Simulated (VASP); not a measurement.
A run of VASP 6.6.1 is set up as follows.

INCAR

```
PREC = Accurate
ENCUT = 520
EDIFF = 1E-7
ISMEAR = 0
SIGMA = 0.02
LREAL = False
LASPH = True
NELM = 100
ALGO = Normal
ISIF = 2
LWAVE = False
LCHARG = False
GGA = PE
NBANDS = 16
```

The input KPOINTS:

```
Automatic mesh
0
Gamma
  6 6 4
```

Contents of POSCAR:

```
MgTe
1.0
    4.6071654310      0.0000000000      0.0000000000
   -2.3035827155      3.9899223027      0.0000000000
    0.0000000000      0.0000000000      7.5055058358
Mg Te
2 2
Direct
    0.3333333333      0.6666666667      0.0044219831
    0.6666666667      0.3333333333      0.5044219831
    0.3333333333      0.6666666667      0.3805780169
    0.6666666667      0.3333333333      0.8805780169
```

Potentials or basis: VASP PAW PBE potentials, release 64 (Mg, Te).

Command:

```bash
$ cat potpaw_PBE.64/Mg/POTCAR potpaw_PBE.64/Te/POTCAR > POTCAR
$ mpirun -np 1 vasp_std > vasp.out
```

(1) Estimate the pressure.

(2) What does it give for the band gap on the k mesh?

Results:

(1) 0.0 GPa.

(2) 2.36 eV, direct.

Caveat: spin-orbit coupling is left out, which moves the levels of the heavy elements.
